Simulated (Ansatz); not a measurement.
# Nb: how the settings move a single-point run

Question: which choices in the input matter for Nb?

Computed with Ansatz 0.2.0 (reference: DFT, PBE, all-electron LAPW, scalar-relativistic, unless a step's input says otherwise).

## (1) The starting structure

It takes space group Fm-3m (No. 225, cubic). The conventional cell has a = 4.158 Å, b = 4.158 Å, c = 4.158 Å, α = 90.00°, β = 90.00°, γ = 90.00°. Around Nb (site symmetry m-3m) lie 12 Nb at 2.94 Å.

Structure file:

```
Nb
1.0
     0.00000    2.07915    2.07915
     2.07915    0.00000    2.07915
     2.07915    2.07915    0.00000
Nb
1
Direct
  0.00000 0.00000 0.00000
```

## (2) Baseline

Contents of input.yaml:

```yaml
crystal:
  lattice:
    - [0.0, 2.0791456158, 2.0791456158]
    - [2.0791456158, 0.0, 2.0791456158]
    - [2.0791456158, 2.0791456158, 0.0]
  atoms:
    - { symbol: Nb, position: [0.0, 0.0, 0.0] }
kpoints:
  mp_grid: { grid: [13, 13, 13] }
scf:
  occupations: { method: fermi_dirac, width: 0.08 }
hamiltonian:
  xc: pbe
  pseudopotentials: { kind: all_electron, lapw: { basis_error: 0.00025 } }
output:
  forces: true
  stress: true
  eigenvalues: true
```

The run is started by

```
> ansatz run input.yaml --threads 1 --pin off --max-ram 2048MiB --backend cpu --events-out ev --progress --plain --runs-dir out
```

## (3) Variant: mp_grid.grid [20, 20, 20], mixing.algorithm broyden, mixing.beta 0.3, dispersion d3bjatm

Changes to input.yaml since step 2:

```diff
@@ -8,5 +8,6 @@
 kpoints:
-  mp_grid: { grid: [13, 13, 13] }
+  mp_grid: { grid: [20, 20, 20] }
 scf:
   occupations: { method: fermi_dirac, width: 0.08 }
+  mixing: { algorithm: broyden, beta: 0.3 }
 hamiltonian:
@@ -14,2 +15,3 @@
   pseudopotentials: { kind: all_electron, lapw: { basis_error: 0.00025 } }
+  dispersion: d3bjatm
 output:
```

What does the calculation give? Wanted: for each run, ending; energy change; pressure; gap; force.

The runs gave:

```tsv
run	ending	energy change	pressure (GPa)	gap (eV)	force (eV/Å)	cycles	time
reference	converged	0	7.9	0.00	0.00	6	7.2 s
1: mp_grid.grid [20, 20, 20], mixing.algorithm broyden, mixing.beta 0.3, dispersion d3bjatm	converged	-666.6 meV/atom (offset of the dispersion model)	2.0	0.00	0.00	8	23 s
```

Residual by cycle in the longest SCF loop of each run; runs are numbered as in the table. The quantity is the density residual dr2, in eV.

```tsv
cycle	reference	run 1
1	0.17	0.169
2	0.0438	0.0835
3	0.00582	0.0135
4	6.5e-5	5.7e-4
5	3.2e-7	1.5e-4
6	2.6e-10	9.3e-7
7	-	1.8e-7
8	-	1.5e-9
```

**Reading.** The energy moves by -666.6 meV/atom, nearly all of it the dispersion term itself (-664.9 meV/atom); that offset belongs to the model and is no gain or loss of stability; the pressure goes from 7.9 to 2.0 GPa.
